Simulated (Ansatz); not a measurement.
# GaAs (F-43m) in Ansatz: a series of runs

Aim: see how the results for GaAs move with the level of theory and the settings. Levels: PBEsol, PBE. Tasks: relaxation of cell and atoms, single point.

Everything below comes from runs of Ansatz 0.2.0. Logs are shortened: lines on timing, memory, paths and dates and some standing lists are left out, and cuts for length are marked.

**Measured values to compare with.**

From “Evidence of valence band perturbations in GaAsN/GaAs(001): A combined variable-angle spectroscopic ellipsometry and modulated photoreflectance investigation”, 2008, arxiv:0805.2212, for a bulk crystal of GaAs at 300 K: band gap 1.412 ± 0.01 eV (direct).

The results are compared with them further down.

### Step 1. Starting point

Symmetry: F-43m, No. 216, cubic system. The conventional cell has a = 5.654 Å, b = 5.654 Å, c = 5.654 Å, α = 90.00°, β = 90.00°, γ = 90.00°. Around As (site symmetry -43m) lie 4 Ga at 2.45 Å. Ga (site symmetry -43m) has 4 As at 2.45 Å as nearest neighbours.

### Step 2. Relaxation of cell and atoms, PBEsol, target pressure 10 GPa, at which the enthalpy is minimised

input.yaml reads:

```yaml
crystal:
  lattice:
    - [0.0, 2.82685, 2.82685]
    - [2.82685, 0.0, 2.82685]
    - [2.82685, 2.82685, 0.0]
  atoms:
    - { symbol: As, position: [0.75, 0.75, 0.75] }
    - { symbol: Ga, position: [0.0, 0.0, 0.0] }
kpoints:
  mp_grid: { grid: [8, 8, 8] }
scf:
  occupations: { method: fermi_dirac, width: 0.05 }
hamiltonian:
  xc: pbesol
  pseudopotentials: { kind: all_electron, lapw: { basis_error: 0.001 } }
output:
  forces: true
  stress: true
relax:
  f_tol: 0.02
  max_steps: 60
  cell: { p_target: 10 }
```

Potentials or basis: all-electron LAPW, scalar-relativistic.

Launch:

```bash
> ansatz run input.yaml --threads 1 --pin off --max-ram 3072MiB --backend cpu --events-out ev --progress --plain --runs-dir out
```

What it wrote:

```text
Warning: RAYON_NUM_THREADS=1 ignored (pool sized by the plan → 1); use --threads N
The last accepted step is kept in <dir> (removed where the run ends without a failure and the disk answers)
LAPW: plane waves up to 9.463 Å⁻¹, error target 1.0e-3 eV per atom; small_component_spin mean_spin; Ga in spheres of 1.196 Å, 21 of its electrons in bands, Dirac shells []; As in spheres of 1.179 Å, 23 of its electrons in bands, Dirac shells [] (how accurate: hamiltonian.pseudopotentials.lapw.basis_error, Limitations)
Engine: ansatz 0.2.0, x86_64-unknown-linux-gnu
Pseudopotentials: kind: all_electron
Pseudopotential: As, LAPW, valence charge 23, lapw/all_electron/scalar/gaussian/As, Koelling and Harmon's equation, gaussian nucleus
Pseudopotential: Ga, LAPW, valence charge 21, lapw/all_electron/scalar/gaussian/Ga, Koelling and Harmon's equation, gaussian nucleus
Functional definition: PBEsol
  exchange = pbesol_x
  correlation = pbesol_c
Crystal: 2 atoms, lattice volume = 45.179 Å³
Basis set: ecut = 341.17890814319793 eV, 645 PW (Γ), exchange–correlation at level 2
Bands: 27, of which v1, the nominal top of the filled ones, is band 22 counted from 1 (21 counted from 0)
Symmetry: 24 space group operations
Space group: F-43m (ITA 216), of the structure as read, at distance tolerance 3.6e-5 Å
k-points: 29 of 512 (time reversal used)
Non-local potential: As, projectors of the file, none
Non-local potential: Ga, projectors of the file, none
Initial density: superposition of atomic densities (chi_scale 0.1, normalization cell, long waves kept (reshape's long-wave potential 0.00 eV rms))
Initial wavefunctions: plane waves of lowest kinetic energy (no species holds an atomic orbital)
Functional: x = pbesol(κ = 0.804, μ = 0.12345679012345678), c = pbesol(β = 0.046)
iter 1 solved again at ethr=1.22e-3 eV; its pass at ethr=1.00e-1 eV (dr2=5.38e-1 eV) is discarded
SCF iter   1: F=—  HF=-114341.688920 eV  |F-HF|=—  |Δ(HF+E_count)|=         —  Δρ=3.04e-2  dr2=5.40e-1  ethr=1.22e-3  ⟨swp⟩=2.0  Hψ=4826  notcnv=0
preconditioner: auto → none  [insulator: Δε(μ)=0.669 eV  Ē_g=15.877 eV  σ=0.050 eV  W_gap=1.00  n_scr=14 (ndim 8)  ℏωp=23.4 eV  f_vac=0.119  D(μ)=0.00/eV (n_scr^D=0)  ε∞_Penn≈3.2]
SCF iter   2: F=—  HF=-114341.530975 eV  |F-HF|=—  |Δ(HF+E_count)|=   1.58e-1  Δρ=1.20e-2  dr2=5.76e-2  ethr=1.22e-3  ⟨swp⟩=2.3  Hψ=2311  notcnv=0
SCF iter   3: F=—  HF=-114341.512028 eV  |F-HF|=—  |Δ(HF+E_count)|=   1.89e-2  Δρ=5.28e-3  dr2=1.10e-2  ethr=1.31e-4  ⟨swp⟩=2.0  Hψ=2298  notcnv=0
iter 4 solved again at ethr=8.02e-7 eV; its pass at ethr=2.49e-5 eV (dr2=3.53e-4 eV) is discarded
SCF iter   4: F=—  HF=-114341.506301 eV  |F-HF|=—  |Δ(HF+E_count)|=         —  Δρ=1.03e-3  dr2=3.51e-4  ethr=8.02e-7  ⟨swp⟩=2.0  Hψ=3762  notcnv=0
the basis was enlarged: its passes take 60.6 KiB over the memory plan, 1 of 1 planned eigensolver slots
SCF iter   5: F=—  HF=-114341.506171 eV  |F-HF|=—  |Δ(HF+E_count)|=   1.30e-4  Δρ=1.95e-4  dr2=1.03e-5  ethr=7.98e-7  ⟨swp⟩=2.0  Hψ=2155  notcnv=0
SCF iter   6: F=—  HF=-114341.506176 eV  |F-HF|=—  |Δ(HF+E_count)|=   4.94e-6  Δρ=6.19e-5  dr2=1.28e-6  ethr=2.35e-8  ⟨swp⟩=3.0  Hψ=2240  notcnv=0
SCF iter   7: F=-114341.506177 eV  HF=-114341.506177 eV  |F-HF|=5.37e-8  |Δ(HF+E_count)|=   9.87e-7  Δρ=1.03e-5  dr2=4.08e-8  ethr=2.91e-9  ⟨swp⟩=3.0  Hψ=2262  notcnv=0
SCF 1 converged in 7 iterations: F = -114341.506177 eV  dr2 = 4.08e-8
relax step   1: F+E_penalty+E_count = -114341.50617661 eV  Δ(F+E_penalty+E_count) = +0.000e0 eV  max|allowed force component| = 1.966e-17 eV/Å  Δτ_max = 0.0000 Å  P = +0.192 GPa  Ω = 45.179 Å³  (7 SCF iters, accepted)
Crystal: 2 atoms, lattice volume = 40.176 Å³
Basis set: ecut = 368.94802322910766 eV, 645 PW (Γ), exchange–correlation at level 2
Initial density: handed on by an earlier stage of this run
Initial wavefunctions: those handed on with the density
iter 1 solved again at ethr=4.85e-6 eV; its pass at ethr=1.00e-1 eV (dr2=2.13e-3 eV) is discarded
SCF iter   1: F=—  HF=-114341.349162 eV  |F-HF|=—  |Δ(HF+E_count)|=         —  Δρ=1.66e-3  dr2=2.26e-3  ethr=4.85e-6  ⟨swp⟩=3.7  Hψ=4174  notcnv=0
preconditioner: auto → none  [insulator: Δε(μ)=1.119 eV  Ē_g=16.921 eV  σ=0.050 eV  W_gap=1.00  n_scr=14 (ndim 8)  ℏωp=24.9 eV  f_vac=0.147  D(μ)=0.00/eV (n_scr^D=0)  ε∞_Penn≈3.2]
SCF iter   2: F=—  HF=-114341.348940 eV  |F-HF|=—  |Δ(HF+E_count)|=   2.22e-4  Δρ=7.60e-4  dr2=4.37e-4  ethr=4.85e-6  ⟨swp⟩=2.0  Hψ=2146  notcnv=0
iter 3 solved again at ethr=7.03e-8 eV; its pass at ethr=9.94e-7 eV (dr2=3.09e-5 eV) is discarded
SCF iter   3: F=—  HF=-114341.349053 eV  |F-HF|=—  |Δ(HF+E_count)|=   1.13e-4  Δρ=2.51e-4  dr2=3.10e-5  ethr=7.03e-8  ⟨swp⟩=2.0  Hψ=3759  notcnv=0
SCF iter   4: F=—  HF=-114341.348983 eV  |F-HF|=—  |Δ(HF+E_count)|=   6.92e-5  Δρ=9.37e-5  dr2=2.19e-6  ethr=7.03e-8  ⟨swp⟩=2.6  Hψ=2187  notcnv=0
SCF iter   5: F=-114341.348986 eV  HF=-114341.348986 eV  |F-HF|=1.55e-8  |Δ(HF+E_count)|=   2.36e-6  Δρ=7.03e-6  dr2=2.04e-8  ethr=4.98e-9  ⟨swp⟩=3.0  Hψ=2243  notcnv=0
SCF 2 converged in 5 iterations: F = -114341.348986 eV  dr2 = 2.04e-8
relax step   2: F+E_penalty+E_count = -114341.34898572 eV  Δ(F+E_penalty+E_count) = +1.572e-1 eV  max|allowed force component| = 1.706e-17 eV/Å  Δτ_max = 0.0000 Å  P = +10.989 GPa  Ω = 40.176 Å³  (5 SCF iters, accepted)
Crystal: 2 atoms, lattice volume = 40.587 Å³
Basis set: ecut = 366.45059624333965 eV, 645 PW (Γ), exchange–correlation at level 2
iter 1 solved again at ethr=2.80e-8 eV; its pass at ethr=1.00e-1 eV (dr2=1.23e-5 eV) is discarded
SCF iter   1: F=—  HF=-114341.375696 eV  |F-HF|=—  |Δ(HF+E_count)|=         —  Δρ=1.40e-4  dr2=1.59e-5  ethr=2.80e-8  ⟨swp⟩=4.1  Hψ=4314  notcnv=0
preconditioner: auto → none  [insulator: Δε(μ)=1.134 eV  Ē_g=16.866 eV  σ=0.050 eV  W_gap=1.00  n_scr=14 (ndim 8)  ℏωp=24.7 eV  f_vac=0.167  D(μ)=0.00/eV (n_scr^D=0)  ε∞_Penn≈3.1]
SCF iter   2: F=—  HF=-114341.375695 eV  |F-HF|=—  |Δ(HF+E_count)|=   6.77e-7  Δρ=6.65e-5  dr2=3.34e-6  ethr=2.80e-8  ⟨swp⟩=2.0  Hψ=2146  notcnv=0
iter 3 solved again at ethr=6.51e-10 eV; its pass at ethr=7.59e-9 eV (dr2=2.87e-7 eV) is discarded
SCF iter   3: F=—  HF=-114341.375696 eV  |F-HF|=—  |Δ(HF+E_count)|=   9.58e-7  Δρ=2.38e-5  dr2=2.87e-7  ethr=6.51e-10  ⟨swp⟩=2.0  Hψ=3759  notcnv=0
SCF iter   4: F=-114341.375696 eV  HF=-114341.375696 eV  |F-HF|=1.26e-8  |Δ(HF+E_count)|=   5.11e-7  Δρ=7.69e-6  dr2=1.46e-8  ethr=6.51e-10  ⟨swp⟩=3.0  Hψ=2199  notcnv=0
SCF 3 converged in 4 iterations: F = -114341.375696 eV  dr2 = 1.46e-8
relax step   3: F+E_penalty+E_count = -114341.37569566 eV  Δ(F+E_penalty+E_count) = -2.671e-2 eV  max|allowed force component| = 1.908e-17 eV/Å  Δτ_max = 0.0000 Å  P = +9.825 GPa  Ω = 40.587 Å³  (4 SCF iters, accepted)
Crystal: 2 atoms, lattice volume = 40.525 Å³
Basis set: ecut = 366.8262265133081 eV, 645 PW (Γ), exchange–correlation at level 2
iter 1 solved again at ethr=5.51e-10 eV; its pass at ethr=1.00e-1 eV (dr2=2.42e-7 eV) is discarded
SCF iter   1: F=—  HF=-114341.371840 eV  |F-HF|=—  |Δ(HF+E_count)|=         —  Δρ=1.97e-5  dr2=3.24e-7  ethr=5.51e-10  ⟨swp⟩=4.8  Hψ=4288  notcnv=0
preconditioner: auto → none  [insulator: Δε(μ)=1.131 eV  Ē_g=16.874 eV  σ=0.050 eV  W_gap=1.00  n_scr=14 (ndim 8)  ℏωp=24.7 eV  f_vac=0.165  D(μ)=0.00/eV (n_scr^D=0)  ε∞_Penn≈3.2]
SCF iter   2: F=-114341.371840 eV  HF=-114341.371840 eV  |F-HF|=2.87e-8  |Δ(HF+E_count)|=   7.70e-8  Δρ=8.48e-6  dr2=6.12e-8  ethr=5.51e-10  ⟨swp⟩=2.0  Hψ=2146  notcnv=0
SCF 4 converged in 2 iterations: F = -114341.371840 eV  dr2 = 6.12e-8
relax step   4: F+E_penalty+E_count = -114341.37183993 eV  Δ(F+E_penalty+E_count) = +3.856e-3 eV  max|allowed force component| = 1.821e-17 eV/Å  Δτ_max = 0.0000 Å  P = +9.997 GPa  Ω = 40.525 Å³  (2 SCF iters, accepted)
iter 1 solved again at ethr=1.39e-10 eV; its pass at ethr=1.00e-1 eV (dr2=6.11e-8 eV) is discarded
SCF iter   1: F=—  HF=-114341.371840 eV  |F-HF|=—  |Δ(HF+E_count)|=         —  Δρ=8.47e-6  dr2=6.10e-8  ethr=1.39e-10  ⟨swp⟩=2.8  Hψ=3498  notcnv=0
preconditioner: auto → none  [insulator: Δε(μ)=1.131 eV  Ē_g=16.875 eV  σ=0.050 eV  W_gap=1.00  n_scr=14 (ndim 8)  ℏωp=24.7 eV  f_vac=0.165  D(μ)=0.00/eV (n_scr^D=0)  ε∞_Penn≈3.2]
SCF iter   2: F=-114341.371840 eV  HF=-114341.371840 eV  |F-HF|=5.34e-9  |Δ(HF+E_count)|=   7.77e-9  Δρ=3.47e-6  dr2=9.05e-9  ethr=1.39e-10  ⟨swp⟩=2.0  Hψ=2146  notcnv=0
SCF 5 converged in 2 iterations: F = -114341.371840 eV  dr2 = 9.05e-9
relax step   5: F+E_penalty+E_count = -114341.37184028 eV  Δ(F+E_penalty+E_count) = -3.504e-7 eV  max|allowed force component| = 1.532e-17 eV/Å  Δτ_max = 0.0000 Å  P = +9.998 GPa  Ω = 40.525 Å³  stress off target by 2.43e-3 GPa  SCF on the basis re-selected at this cell (its energy is not comparable with the rows above)  (2 SCF iters)
basis re-selected at this cell: Δ(F+E_penalty+E_count) = -3.504e-7 eV, ΔP = +0.000 GPa vs the last step (what re-selecting the basis moved, after the strain that the cell walked since its last selection, with what the two solves' SCF thresholds leave and, on support functions, any second-order correction that the steps lacked; it is no measure of the basis error at this ecutwfc). This SCF's stress stands 2.43e-3 GPa from its target on what of the cell is left free (relax.cell.stress_tol is 5.00e-2 GPa) and its largest allowed force component is 1.53e-17 eV/Å (relax.f_tol is 2.00e-2 eV/Å): within both
SCF converged after 2 iterations
Free energy (F): -114341.371840 eV
Harris-Foulkes:  -114341.371840 eV  (|F-HF|=5.34e-9)
Internal energy: -114341.371840 eV  (E = F + TS)
E sigma→0 (E₀):  -114341.371840 eV
Entropy (-TS):   -0.000000 eV (-0.000 meV/atom)
Fermi energy:    11.478712 eV
--- Per-component energies (eV) ---
  E_band       = -2057.902216
  E_kinetic    = 116748.235485
  E_xc         = -4259.475782
  E_electrostatic = -226830.131542  (all electrons and nuclei)
  E_smearing   = -0.000000  (= −TS)
  E_closure    = 0.000000  (closes the sum)
  E_atoms      = -114332.430773  (free atoms, spherical and without spin; not in F)
  Σ components = -114341.371840   (vs F -114341.371840, Δ=0.00e0)
  Basis errors (estimates in eV, not in F): energy 5.1e-4 per atom: plane waves 4.6e-4 (2.7e-4 summed), levels above the bands 8.7e-65, relativity 9.5e-9, radial functions 4.1e-5, core shells 1.4e-10; eigenvalues (radial functions only) 5.5e-7; not estimated: angular momenta, meshes, grids; target (lapw.basis_error) 1.0e-3; muffin-tin radii Ga 1.153 Å, As 1.137 Å
--- Forces (eV/Å), atoms counted from 1 ---
  atom   1  As    -0.00000000     0.00000000     0.00000000
  atom   2  Ga     0.00000000    -0.00000000    -0.00000000
  max |Σ_I F_I| component: 7.52e-18 eV/Å
--- Stress (GPa, compression-positive) ---
        9.997569      -0.000000      -0.000000
       -0.000000       9.997569      -0.000000
       -0.000000      -0.000000       9.997569
  P = ⅓ Tr σ = 9.9976 GPa (99.976 kbar)
--- Relaxed structure (4 steps of the walk, 4 accepted, 1 SCFs on fresh bases) ---
  F+E_penalty+E_count = -114341.37184028 eV   max|allowed force component| = 1.532e-17 eV/Å   (the final SCF, on the basis selected at the relaxed cell)
  cell:  # Å, volume = 40.5248 Å³
    - [3.570186225865328e-33, 2.726237345197668, 2.726237345197668]
    - [2.726237345197668, -3.942423858346065e-33, 2.726237345197668]
    - [2.726237345197668, 2.726237345197668, -5.99012626369796e-33]
  atoms:
    - { symbol: As, position: [0.7499999999999999, 0.7499999999999999, 0.7499999999999999] }
    - { symbol: Ga, position: [-2.4980961598315667e-34, 4.4852181051521314e-34, 3.690369327023906e-34] }
```

Run time: 1.8 min. Hardware: 1 thread of AMD EPYC, shared host; peak memory 0.36 GiB.

What came out:

```yaml
Free_energy: -114341.3718 eV
Relaxed_volume: 20.26 Å³/atom
Relaxed_cell: a = 3.855 Å, b = 3.855 Å, c = 3.855 Å, α = 60.00°, β = 60.00°, γ = 60.00°
Space_group_after_relaxing_to_0.05_Å: F-43m (No. 216)
Energy_change_on_relaxing_the_enthalpy_is_what_falls: +67.2 meV/atom
Ionic_steps: 5
Pressure_after_relaxing: 10.0 GPa
Band_gap_on_the_k_mesh: 1.13 eV
```

Step by step:
| step | energy change (eV) | largest force (eV/Å) | volume (Å³) |
| --- | --- | --- | --- |
| 1 | 0.0000 | 0.0000 | 45.18 |
| 2 | 0.1572 | 0.0000 | 40.18 |
| 3 | 0.1305 | 0.0000 | 40.59 |
| 4 | 0.1343 | 0.0000 | 40.52 |
| 5 | 0.1343 | 0.0000 | 40.52 |

Final structure:
```
CELL_PARAMETERS angstrom
0.00000 2.72624 2.72624
2.72624 0.00000 2.72624
2.72624 2.72624 0.00000
ATOMIC_POSITIONS crystal
As 0.75000 0.75000 0.75000
Ga 0.00000 0.00000 0.00000
```

(Part 1 of 2 ends here.)
